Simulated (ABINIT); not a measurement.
# A GW chain in ABINIT: KI (Fm-3m), part 2 of 3

How does a plane-wave GW calculation on KI (Fm-3m) run from the first input to the gap?

ABINIT 10.8.3; PBE and many-body steps on it, plane waves. Known limits of the many-body steps: not at the basis limit; no spin-orbit coupling.

So far. Step 2 (Ground state): The gap is direct, at Γ.

## 3. Bands along the symmetry lines

Level of this step: DFT, PBE, plane waves, norm-conserving pseudopotentials (ABINIT).

The cheap functional maps the bands first; the places of the edges decide which points the dearer methods must see.

run.abi

```
acell 3*1.0 Angstrom
rprim 
  0.000000000000 3.532775000000 3.532775000000
  3.532775000000 0.000000000000 3.532775000000
  3.532775000000 3.532775000000 -0.000000000000
ntypat 2
znucl 19 53
natom 2
typat 1 2
xred 
  0.000000000000 0.000000000000 0.000000000000
  0.500000000000 0.500000000000 0.500000000000
pp_dirpath "pseudos"
pseudos "K.upf, I.upf"
ecut 33
iscf -2
irdden 1
kptopt 0
nkpt 50
kpt 
  0.00000000 0.00000000 0.00000000
  0.06250000 0.00000000 0.06250000
  0.12500000 0.00000000 0.12500000
  0.18750000 0.00000000 0.18750000
  0.25000000 0.00000000 0.25000000
  0.31250000 0.00000000 0.31250000
  0.37500000 0.00000000 0.37500000
  0.43750000 0.00000000 0.43750000
  0.50000000 0.00000000 0.50000000
  0.51562500 0.03125000 0.51562500
  0.53125000 0.06250000 0.53125000
  0.54687500 0.09375000 0.54687500
  0.56250000 0.12500000 0.56250000
  0.57812500 0.15625000 0.57812500
  0.59375000 0.18750000 0.59375000
  0.60937500 0.21875000 0.60937500
  0.62500000 0.25000000 0.62500000
  0.37500000 0.37500000 0.75000000
  0.32812500 0.32812500 0.65625000
  0.28125000 0.28125000 0.56250000
  0.23437500 0.23437500 0.46875000
  0.18750000 0.18750000 0.37500000
  0.14062500 0.14062500 0.28125000
  0.09375000 0.09375000 0.18750000
  0.04687500 0.04687500 0.09375000
  0.00000000 0.00000000 0.00000000
  0.06250000 0.06250000 0.06250000
  0.12500000 0.12500000 0.12500000
  0.18750000 0.18750000 0.18750000
  0.25000000 0.25000000 0.25000000
  0.31250000 0.31250000 0.31250000
  0.37500000 0.37500000 0.37500000
  0.43750000 0.43750000 0.43750000
  0.50000000 0.50000000 0.50000000
  0.50000000 0.46875000 0.53125000
  0.50000000 0.43750000 0.56250000
  0.50000000 0.40625000 0.59375000
  0.50000000 0.37500000 0.62500000
  0.50000000 0.34375000 0.65625000
  0.50000000 0.31250000 0.68750000
  0.50000000 0.28125000 0.71875000
  0.50000000 0.25000000 0.75000000
  0.50000000 0.21875000 0.71875000
  0.50000000 0.18750000 0.68750000
  0.50000000 0.15625000 0.65625000
  0.50000000 0.12500000 0.62500000
  0.50000000 0.09375000 0.59375000
  0.50000000 0.06250000 0.56250000
  0.50000000 0.03125000 0.53125000
  0.50000000 0.00000000 0.50000000
istwfk *1
nband 15
nbdbuf 2
tolwfr 1e-08
nstep 40
prtwf 0
prtvol 0
indata_prefix "in"
outdata_prefix "out"
tmpdata_prefix "tmp"
```

Run with:

```bash
$ OMP_NUM_THREADS=1 mpirun -n 4 abinit run.abi > log
```

Numbers of over 12 decimals in the logs are rounded to 6 here.

The log of the run:

```text
.Version 10.8.3 of ABINIT. v10.8.2 released Aug 2026.

 Symmetries : space group Fm -3 m (#225); Bravais cF (face-center cubic)
[... echo of the input left out ...]
== DATASET  1 ==================================================================
-   mpi_nproc: 4, omp_nthreads: 1 (-1 if OMP is not activated)

--- !DatasetInfo
iteration_state: {dtset: 1, }
dimensions: {natom: 2, nkpt: 50, mband: 15, nsppol: 1, nspinor: 1, nspden: 1, mpw: 5434, }
cutoff_energies: {ecut:  33.0, pawecutdg:  -1.0, }
electrons: {nelect:   1.60000000E+01, charge:   0.00000000E+00, occopt:   1.00000000E+00, tsmear:   1.00000000E-02, }

 Real(R)+Recip(G) space primitive vectors, cartesian coordinates (Bohr,Bohr^-1):
 R(1)=  0.0000000  6.6759772  6.6759772  G(1)= -0.0748954  0.0748954  0.0748954
 R(2)=  6.6759772  0.0000000  6.6759772  G(2)=  0.0748954 -0.0748954  0.0748954
 R(3)=  6.6759772  6.6759772  0.0000000  G(3)=  0.0748954  0.0748954 -0.0748954
 Unit cell volume ucvol=  5.9507887E+02 bohr^3
 Angles (23,13,12)=  6.00000000E+01  6.00000000E+01  6.00000000E+01 degrees

 getcut: wavevector=  0.0000  0.0000  0.0000  ngfft=  50  50  50
         ecut(hartree)=     33.000   => boxcut(ratio)=   2.04876

--- Pseudopotential description ------------------------------------------------
- K Generated using ONCVPSP code by D. R. Hamann
- 19.00000   9.00000  171031                  znucl, zion, pspdat
12 -101130 2 -1 2222                          pspcod,pspxc,lmax,lloc,mmax
     nproj     2     2     2
  pspatm : epsatm=    8.42413758
         --- l  ekb(1:nproj) -->
             0   10.871123    0.806704
             1    4.379001    0.553647
             2   -3.405842   -1.029115
 pspatm: atomic psp has been read  and splines computed

- I Generated using ONCVPSP code by D. R. Hamann
- 53.00000   7.00000  171031                  znucl, zion, pspdat
12 -101130 2 -1 1196                          pspcod,pspxc,lmax,lloc,mmax
     nproj     2     2     2
  pspatm : epsatm=   19.17056757
         --- l  ekb(1:nproj) -->
[...]
pspatm: atomic psp has been read  and splines computed

--------------------------------------------------------------------------------

================================================================================
 prteigrs : about to open file out_EIG
 Non-SCF case, kpt    1 (  0.00000  0.00000  0.00000), residuals and eigenvalues=
  5.37E-09  2.67E-09  4.64E-09  9.40E-09  4.74E-09  2.52E-09  6.27E-09  7.47E-09
  8.38E-09  9.04E-09  8.83E-09  4.72E-09  9.54E-09  7.63E-09  6.78E-09
 -1.0430E+00 -4.3616E-01 -4.3616E-01 -4.3616E-01 -3.8166E-01  4.3563E-03
  4.3563E-03  4.3563E-03  1.4997E-01  2.4342E-01  2.4342E-01  2.4342E-01
[...]
Non-SCF case, kpt    2 (  0.06250  0.00000  0.06250), residuals and eigenvalues=
  5.86E-09  5.62E-09  3.55E-09  7.76E-09  2.58E-09  5.97E-09  4.57E-09  7.00E-09
[...]
4.90E-09  4.19E-09  4.83E-09  7.10E-09  5.33E-09  9.61E-09  6.21E-09  4.97E-09
  8.77E-09  9.27E-09  2.45E-09  5.00E-09  8.16E-09  8.00E-09  2.97E-07
[...]
Non-SCF case, kpt   49 (  0.50000  0.03125  0.53125), residuals and eigenvalues=
[...]
Non-SCF case, kpt   50 (  0.50000  0.00000  0.50000), residuals and eigenvalues=
[...]
-1.0429E+00 -4.3783E-01 -4.3684E-01 -4.3684E-01 -3.7641E-01 -3.2245E-02
 -9.0923E-03 -9.0923E-03  1.8588E-01  2.1643E-01  3.0214E-01  3.2412E-01
[...]
--- !ResultsGS
iteration_state: {dtset: 1, }
comment   : Summary of ground state results
lattice_vectors:
- [  0.0000000,   6.6759772,   6.6759772, ]
- [  6.6759772,   0.0000000,   6.6759772, ]
- [  6.6759772,   6.6759772,  -0.0000000, ]
lattice_lengths: [   9.44126,    9.44126,    9.44126, ]
lattice_angles: [ 60.000,  60.000,  60.000, ] # degrees, (23, 13, 12)
lattice_volume:   5.9507887E+02
convergence: {deltae:  0.000E+00, res2:  0.000E+00, residm:  9.989E-09, diffor:  0.000E+00, }
etotal    :  -4.31025253E+01
entropy   :   0.00000000E+00
fermie    :   4.35632526E-03
cartesian_stress_tensor: null
pressure_GPa: null
xred      :
- [  0.0000E+00,   0.0000E+00,   0.0000E+00,  K]
- [  5.0000E-01,   5.0000E-01,   5.0000E-01,  I]
cartesian_forces: null
force_length_stats: {min: null, max: null, mean: null, }

 Integrated electronic density in atomic spheres:
 ------------------------------------------------
 Atom  Sphere_radius  Integrated_density
[...]
================================================================================

 ----iterations are completed or convergence reached----

 Mean square residual over all n,k,spin=   64.626E-10; max=  99.885E-10
 reduced coordinates (array xred) for    2 atoms
       0.000000000000      0.000000000000      0.000000000000
       0.500000000000      0.500000000000      0.500000000000

 cartesian coordinates (angstrom) at end:
    1      0.000000     0.000000     0.000000
    2      3.532775     3.532775     3.532775
 length scales=  1.889726125908  1.889726125908  1.889726125908 bohr
              =  1.000000000000  1.000000000000  1.000000000000 angstroms
 prteigrs : about to open file out_EIG
 Eigenvalues (hartree) for nkpt=  50  k points:
 kpt#   1, nband= 15, wtk=  1.00000, kpt=  0.0000  0.0000  0.0000 (reduced coord)
[...]
kpt#   2, nband= 15, wtk=  1.00000, kpt=  0.0625  0.0000  0.0625 (reduced coord)
[...]
kpt#   3, nband= 15, wtk=  1.00000, kpt=  0.1250  0.0000  0.1250 (reduced coord)
[...]
kpt#  49, nband= 15, wtk=  1.00000, kpt=  0.5000  0.0313  0.5313 (reduced coord)
  -1.04290   -0.43782   -0.43688   -0.43685   -0.37633   -0.03208   -0.00944   -0.00939
   0.18689    0.21750    0.30266    0.32353    0.32502    0.35623    0.35769
 kpt#  50, nband= 15, wtk=  1.00000, kpt=  0.5000  0.0000  0.5000 (reduced coord)
  -1.04290   -0.43783   -0.43684   -0.43684   -0.37641   -0.03225   -0.00909   -0.00909
   0.18588    0.21643    0.30214    0.32412    0.32811    0.35619    0.35619

== END DATASET(S) ==============================================================
================================================================================

 -outvars: echo values of variables after computation  --------
            nband          15
             nkpt          50
          spgroup         225
 [... the other variables as echoed above ...]

 Calculation completed.
```

The job ended after 21 s (4 MPI ranks of Arm Neoverse V2, shared host; peak memory 0.34 GiB).

This step gave:

```
gap                        : 3.962 eV
k of the valence top       : 0, 0, 0
k of the conduction bottom : 0, 0, 0
least direct gap           : 3.962 eV
```

The gap is 3.962 eV, as in the run before at this level.

The electronic bands at the labelled points (eV, zero at the top of the highest filled band; v1 is the highest filled band, c1 the lowest empty one):

| point | v4 | v3 | v2 | v1 | c1 | c2 | c3 | c4 |
| --- | --- | --- | --- | --- | --- | --- | --- | --- |
| Γ | -10.50 | 0.00 | 0.00 | 0.00 | 3.96 | 6.51 | 6.51 | 6.51 |
| halfway | -10.37 | -0.78 | -0.21 | -0.21 | 5.29 | 5.53 | 7.61 | 7.90 |
| X | -10.36 | -1.00 | -0.37 | -0.37 | 4.94 | 5.77 | 8.10 | 8.70 |
| halfway | -10.34 | -0.96 | -0.49 | -0.37 | 5.14 | 6.01 | 8.21 | 8.34 |
| U | -10.31 | -0.85 | -0.75 | -0.38 | 5.62 | 6.64 | 7.63 | 8.28 |
| jump to K | -10.31 | -0.85 | -0.75 | -0.38 | 5.62 | 6.64 | 7.63 | 8.28 |
| halfway | -10.33 | -0.87 | -0.30 | -0.24 | 5.54 | 6.29 | 7.21 | 7.41 |
| Γ | -10.50 | 0.00 | 0.00 | 0.00 | 3.96 | 6.51 | 6.51 | 6.51 |
| halfway | -10.36 | -0.76 | -0.18 | -0.18 | 5.06 | 6.58 | 7.12 | 7.12 |
| L | -10.23 | -1.32 | -0.34 | -0.34 | 5.52 | 7.72 | 8.16 | 8.16 |
| halfway | -10.26 | -1.10 | -0.54 | -0.39 | 6.04 | 6.86 | 7.39 | 8.28 |
| W | -10.30 | -0.73 | -0.73 | -0.60 | 6.47 | 6.47 | 6.64 | 8.19 |
| halfway | -10.33 | -0.92 | -0.49 | -0.48 | 5.36 | 6.17 | 7.89 | 8.32 |
| X | -10.36 | -1.00 | -0.37 | -0.37 | 4.94 | 5.77 | 8.10 | 8.70 |

The electronic bands as a text plot (rows in eV, shown from -8.0 to 7.2 only):

```
    6.9 |++++             ++++  ++++++++ ++++++      ++++++++
    6.3 |++++          +++ ++++++++++++++++++         +++++++++
    5.6 |    ++++++++++  ++     +              +++++++      ++ ++
    5.0 |    ++++++++++++        ++        ++++               +++
    4.4 | +++                      +++  +++
    3.7 |+                            ++
    3.1 |
    2.5 |
    1.8 |
    1.2 |
    0.6 |
   -0.1 |*********************************************          *
   -0.7 |    **********************        ****     *************
   -1.3 |                   **                 ********
   -2.0 |
   -2.6 |
   -3.2 |
   -3.9 |
   -4.5 |
   -5.1 |
   -5.8 |
   -6.4 |
   -7.0 |
   -7.7 |
         Γ           X  U|K            Γ         L        W     X
```

## 4. Empty states on the mesh, 4×4×4 mesh, 165 bands

The sums over transitions need many empty states on a uniform mesh; this step solves for them.

run.abi

```
acell 3*1.0 Angstrom
rprim 
  0.000000000000 3.532775000000 3.532775000000
  3.532775000000 0.000000000000 3.532775000000
  3.532775000000 3.532775000000 -0.000000000000
ntypat 2
znucl 19 53
natom 2
typat 1 2
xred 
  0.000000000000 0.000000000000 0.000000000000
  0.500000000000 0.500000000000 0.500000000000
pp_dirpath "pseudos"
pseudos "K.upf, I.upf"
ecut 33
ngkpt 4 4 4
nshiftk 1
shiftk 0 0 0
kptopt 1
chksymbreak 0
iscf -2
irdden 1
istwfk *1
nband 165
nbdbuf 14
tolwfr 1e-09
nstep 60
prtvol 0
indata_prefix "in"
outdata_prefix "out"
tmpdata_prefix "tmp"
```

The log of the run:

```text
.Version 10.8.3 of ABINIT. v10.8.2 released Aug 2026.

 Symmetries : space group Fm -3 m (#225); Bravais cF (face-center cubic)
[... echo of the input left out ...]
== DATASET  1 ==================================================================
-   mpi_nproc: 4, omp_nthreads: 1 (-1 if OMP is not activated)

--- !DatasetInfo
iteration_state: {dtset: 1, }
dimensions: {natom: 2, nkpt: 8, mband: 165, nsppol: 1, nspinor: 1, nspden: 1, mpw: 5434, }
cutoff_energies: {ecut:  33.0, pawecutdg:  -1.0, }
electrons: {nelect:   1.60000000E+01, charge:   0.00000000E+00, occopt:   1.00000000E+00, tsmear:   1.00000000E-02, }

 Real(R)+Recip(G) space primitive vectors, cartesian coordinates (Bohr,Bohr^-1):
 R(1)=  0.0000000  6.6759772  6.6759772  G(1)= -0.0748954  0.0748954  0.0748954
 R(2)=  6.6759772  0.0000000  6.6759772  G(2)=  0.0748954 -0.0748954  0.0748954
 R(3)=  6.6759772  6.6759772  0.0000000  G(3)=  0.0748954  0.0748954 -0.0748954
 Unit cell volume ucvol=  5.9507887E+02 bohr^3
 Angles (23,13,12)=  6.00000000E+01  6.00000000E+01  6.00000000E+01 degrees

 getcut: wavevector=  0.0000  0.0000  0.0000  ngfft=  50  50  50
         ecut(hartree)=     33.000   => boxcut(ratio)=   2.04876

--- Pseudopotential description ------------------------------------------------
- K Generated using ONCVPSP code by D. R. Hamann
- 19.00000   9.00000  171031                  znucl, zion, pspdat
12 -101130 2 -1 2222                          pspcod,pspxc,lmax,lloc,mmax
     nproj     2     2     2
  pspatm : epsatm=    8.42413758
         --- l  ekb(1:nproj) -->
             0   10.871123    0.806704
             1    4.379001    0.553647
             2   -3.405842   -1.029115
 pspatm: atomic psp has been read  and splines computed

- I Generated using ONCVPSP code by D. R. Hamann
- 53.00000   7.00000  171031                  znucl, zion, pspdat
12 -101130 2 -1 1196                          pspcod,pspxc,lmax,lloc,mmax
     nproj     2     2     2
  pspatm : epsatm=   19.17056757
         --- l  ekb(1:nproj) -->
[...]
pspatm: atomic psp has been read  and splines computed

--------------------------------------------------------------------------------

================================================================================
 prteigrs : about to open file out_EIG
 Non-SCF case, kpt    1 (  0.00000  0.00000  0.00000), residuals and eigenvalues=
  1.27E-10  1.37E-10  2.10E-10  8.56E-10  5.20E-10  1.97E-10  3.34E-10  5.81E-10
  2.29E-10  1.89E-10  3.35E-10  5.97E-10  2.79E-10  6.28E-10  2.33E-10  2.69E-10
  5.47E-10  2.69E-10  3.45E-10  3.76E-10  7.60E-10  2.20E-10  4.89E-10  3.34E-10
[...]
3.59E-08  5.52E-08  7.20E-05  4.13E-05  1.02E-04
 -1.0430E+00 -4.3616E-01 -4.3616E-01 -4.3616E-01 -3.8166E-01  4.3563E-03
  4.3563E-03  4.3563E-03  1.4997E-01  2.4342E-01  2.4342E-01  2.4342E-01
  2.6985E-01  2.6985E-01  3.6592E-01  4.7509E-01  4.7509E-01  4.7509E-01
[...]
2.7600E+00  2.7600E+00  2.7665E+00  2.7886E+00  2.7886E+00  2.7886E+00
  2.8403E+00  2.8403E+00  2.8403E+00  2.8564E+00  2.8564E+00  2.8564E+00
[...]
prteigrs : prtvol=0 or 1, do not print more k-points.

--- !ResultsGS
iteration_state: {dtset: 1, }
comment   : Summary of ground state results
lattice_vectors:
- [  0.0000000,   6.6759772,   6.6759772, ]
- [  6.6759772,   0.0000000,   6.6759772, ]
- [  6.6759772,   6.6759772,  -0.0000000, ]
lattice_lengths: [   9.44126,    9.44126,    9.44126, ]
lattice_angles: [ 60.000,  60.000,  60.000, ] # degrees, (23, 13, 12)
lattice_volume:   5.9507887E+02
convergence: {deltae:  0.000E+00, res2:  0.000E+00, residm:  9.929E-10, diffor:  0.000E+00, }
etotal    :  -4.31025253E+01
entropy   :   0.00000000E+00
fermie    :   4.35632526E-03
cartesian_stress_tensor: null
pressure_GPa: null
xred      :
- [  0.0000E+00,   0.0000E+00,   0.0000E+00,  K]
- [  5.0000E-01,   5.0000E-01,   5.0000E-01,  I]
cartesian_forces: null
force_length_stats: {min: null, max: null, mean: null, }

 Integrated electronic density in atomic spheres:
 ------------------------------------------------
 Atom  Sphere_radius  Integrated_density
[...]
================================================================================

 ----iterations are completed or convergence reached----

 Mean square residual over all n,k,spin=   38.686E-11; max=  99.291E-11
 reduced coordinates (array xred) for    2 atoms
       0.000000000000      0.000000000000      0.000000000000
       0.500000000000      0.500000000000      0.500000000000

 cartesian coordinates (angstrom) at end:
    1      0.000000     0.000000     0.000000
    2      3.532775     3.532775     3.532775
 length scales=  1.889726125908  1.889726125908  1.889726125908 bohr
              =  1.000000000000  1.000000000000  1.000000000000 angstroms
 prteigrs : about to open file out_EIG
 Eigenvalues (hartree) for nkpt=   8  k points:
 kpt#   1, nband=165, wtk=  0.01563, kpt=  0.0000  0.0000  0.0000 (reduced coord)
[...]
2.64419    2.70622    2.75167    2.75167    2.75167    2.76003    2.76003    2.76003
   2.76649    2.78865    2.78865    2.78865    2.84031    2.84031    2.84031    2.85643
   2.85643    2.85643    2.98282    2.98436    2.98548
 prteigrs : prtvol=0 or 1, do not print more k-points.

== END DATASET(S) ==============================================================
================================================================================

 -outvars: echo values of variables after computation  --------
            nband         165
             nkpt           8
          spgroup         225
 [... the other variables as echoed above ...]

 Calculation completed.
```

The job ended after 56 s (4 MPI ranks; peak memory 0.43 GiB; 3.8 min of CPU time).

Numbers from this step:

| Property | Result |
| --- | --- |
| gap | 3.962 eV |
| k of the valence top | 0, 0, 0 |
| k of the conduction bottom | 0, 0, 0 |
| least direct gap | 3.962 eV |
| k points computed | 8 |
| lowest point of the top converged band, above the valence top | 74.9856 eV |

On this mesh the gap is 3.962 eV.

## 5. Screening, 4×4×4 mesh, 151 bands, screening to 136.1 eV

The RPA dielectric matrix is built and inverted for each q.

This step: RPA screening on PBE, plane waves, norm-conserving pseudopotentials.

run.abi: that of step 4 with these lines changed.

```diff
@@ -20,10 +20,11 @@
 chksymbreak 0
-iscf -2
-irdden 1
 istwfk *1
-nband 165
-nbdbuf 14
-tolwfr 1e-09
-nstep 60
-prtvol 0
+occopt 1
+irdwfk 1
+optdriver 3
+nband 151
+ecuteps 5
+inclvkb 2
+awtr 1
+symchi 1
 indata_prefix "in"
```

The log of the run:

```text
.Version 10.8.3 of ABINIT. v10.8.2 released Aug 2026.

 Symmetries : space group Fm -3 m (#225); Bravais cF (face-center cubic)
[... echo of the input left out ...]
== DATASET  1 ==================================================================
-   mpi_nproc: 4, omp_nthreads: 1 (-1 if OMP is not activated)

--- !DatasetInfo
iteration_state: {dtset: 1, }
dimensions: {natom: 2, nkpt: 8, mband: 151, nsppol: 1, nspinor: 1, nspden: 1, mpw: 5434, }
cutoff_energies: {ecut:  33.0, pawecutdg:  -1.0, }
electrons: {nelect:   1.60000000E+01, charge:   0.00000000E+00, occopt:   1.00000000E+00, tsmear:   1.00000000E-02, }

 SCREENING: Calculation of the susceptibility and dielectric matrices

 Based on a program developped by R.W. Godby, V. Olevano, G. Onida, and L. Reining.
 Incorporated in ABINIT by V. Olevano, G.-M. Rignanese, and M. Torrent.
.Using double precision arithmetic ; gwpc =  8

[... cell and pseudopotentials left out ...]
--------------------------------------------------------------------------------

 ==== K-mesh for the wavefunctions ====
 Number of points in the irreducible wedge :     8
[... list of points left out ...]
 Together with 48 symmetry operations and time-reversal symmetry
 yields    64 points in the full Brillouin Zone.

 ==== Q-mesh for the screening function ====
 Number of points in the irreducible wedge :     8
[... list of points left out ...]
 Together with 48 symmetry operations and time-reversal symmetry
 yields    64 points in the full Brillouin Zone.

 setmesh: FFT mesh size selected  =    36x   36x   36
          total number of points  =        46656

 vcoul_init : cutoff-mode = AUXILIARY_FUNCTION
 q-points for optical limit:   1
     1)      0.000010    0.000020    0.000030

- screening: taking advantage of time-reversal symmetry
- Maximum band index for partially occupied states nbvw = 8
- Remaining bands to be divided among processors   nbcw = 143
- Number of bands treated by each node ~35

 Number of electrons calculated from density =   16.0000; Expected =   16.0000
 average of density, n =  0.026887
 r_s =    2.0707
 omega_plasma =   15.8172 [eV]

 calculating chi0 at frequencies [eV] :
  1    0.000000E+00    0.000000E+00
  2    0.000000E+00    1.581715E+01

--------------------------------------------------------------------------------
  q-point number  1        q = ( 0.000000, 0.000000, 0.000000) [r.l.u.]
--------------------------------------------------------------------------------
[... chi0 elements left out ...]
 For q-point:  0.000010 0.000020 0.000030
  dielectric constant =   2.6561
  dielectric constant without local fields =   3.2755

  Average fulfillment of the sum rule on Im[epsilon] for q-point    1 :     82.63  [%]
[... wings left out ...]
  q-point number  2        q = ( 0.250000, 0.000000, 0.000000) [r.l.u.]
--------------------------------------------------------------------------------
[... chi0 elements left out ...]
  Average fulfillment of the sum rule on Im[epsilon] for q-point    2 :     89.85  [%]

 [... 6 further q-points ...]
```

It took 47 s on 4 MPI ranks; peak memory 1.6 GiB; 3.1 min of CPU time.

Numbers from this step:

```yaml
eps_infinity_with_local_fields_on_this_mesh_along_the_program_s_q_direction: 2.656
the_same_without_local_fields: 3.276
plasma_frequency: 15.82 eV
plane_waves_in_the_screening_matrix: 331
```

Local fields lower ε∞ by 19 %.

(Continued in part 3 of 3.)

[Paths, hosts, dates, memory and timing lines, banners, echoed tables and standing remarks are left out of the program output.]

[Logs are printed without paths, hosts, clocks, repeated set-up lines and the standing remarks that a program may print on its own settings, such as how far it seeks lower states.]

[Runs of the session that timed out or met a known fault of the program may be left out.]

[Hosts, paths, dates, database ids (printed as entryN), source tags and the programs' standing remarks are cut or masked in the printed files.]

[G0W0 gaps are taken among the corrected bands and points alone; a level outside them can change the order at an edge.]

[Where Ansatz stands beside ABINIT at settings called matched, ABINIT's density can come from a denser mesh and the files from another edition; pairs whose starting gaps differed by over 0.03 eV were left out, so agreement reads better than it is.]
